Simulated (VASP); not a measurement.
Zn:

```
Zn
1.0
     0.00000    1.96478    1.96478
     1.96478    0.00000    1.96478
     1.96478    1.96478    0.00000
Zn
1
Direct
  0.00000 0.00000 0.00000
```

This isn't the form of Zn at room conditions, which is hcp.

Base run:

* Program: VASP 6.6.1
* Functional: SCAN
* Potentials or basis: VASP PAW PBE potentials, release 64 (Zn)
* Cutoff: 520 eV
* k mesh: 12 × 12 × 12
* Occupations: fermi-dirac, width 0.05 eV
* Spin: no spin polarisation

Its results: pressure -6.6 GPa.

Problem. The run is repeated on the same cell with these changes: functional from SCAN to r2SCAN. What comes out?

Solution. Pressure -4.4 GPa.

Caveats: the PAW data sets were made with another functional, which shifts forces and pressure a little.
